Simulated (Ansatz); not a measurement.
Runs of Ansatz 0.2.0 on Si2W. Symmetry: I4/mmm, No. 139, tetragonal system. Conventional cell: a = 3.214 Å, b = 3.214 Å, c = 7.830 Å, α = 90.00°, β = 90.00°, γ = 90.00°. W (site symmetry 4/mmm) is surrounded by 10 Si at 2.62 Å. Around Si (site symmetry 4mm) lie 5 Si at 2.59 to 2.63 Å and 5 W at 2.62 Å. 

| task | level | U | k mesh | points for each segment of the path | hubbard projectors | double counting | share of exact exchange | mesh quality | gap on the mesh (eV) | pressure (GPa) | largest force (eV/Å) |
| --- | --- | --- | --- | --- | --- | --- | --- | --- | --- | --- | --- |
| band structure | PBE | - | 12 × 12 × 12 | 14 | - | - | - | not flagged | none | 3.3 | 0.08 |
| band structure | PBE+U | W d U = 1 eV | 12 × 12 × 12 | 14 | ortho-atomic (the default) | fll (the default) | - | not flagged | none | 3.1 | 0.03 |
| single point | HSE06 form with a typed share of exact exchange | - | 7 × 7 × 7 | - | - | - | 0.5 | coarse | none | (a) | 0.27 |
| single point | HSE06 form with a typed share of exact exchange | - | 7 × 7 × 7 | - | - | - | 0 | coarse | none | 3.3 | 0.04 |
| single point | HSE06 | - | 7 × 7 × 7 | - | - | - | 0.25 | coarse | none | -2.3 | (b) |
| single point | HSE06 form with a typed share of exact exchange | - | 7 × 7 × 7 | - | - | - | 0.15 | coarse | none | -0.1 | 0.05 |
| single point | HSE06 form with a typed share of exact exchange | - | 7 × 7 × 7 | - | - | - | 0.35 | coarse | none | -4.4 | 0.18 |
| band structure | PBE+U | W d U = 8 eV | 12 × 12 × 12 | 14 | ortho-atomic (the default) | fll (the default) | - | not flagged | none | 2.9 | 0.48 |

Alike in all rows: potentials or basis Ansatz PAW; no spin polarisation; cell as given; cutoff (eV) 420; smearing fermi-dirac 0.05 eV.

Q: Estimate the missing entries.

A: (a) -7.5; (b) 0.11.

Caveats: some runs use coarse meshes; the PAW data sets come from PBE, with cores solved anew for the run's functional, which leaves a small shift of forces and pressure (some runs); the thresholds are loose for stress (some runs); spin-orbit coupling is left out, which moves the levels of the heavy elements (some runs); U without spin polarisation on a metal has little footing (some runs); the U is typed as a test and isn't derived for this compound (some runs); the PAW data sets were made with another functional, which shifts forces and pressure a little (some runs).

A k mesh can miss the band edges, and the runs leave out spin-orbit coupling on W.

A gap of «none» marks a metal or a gap under the smearing width.
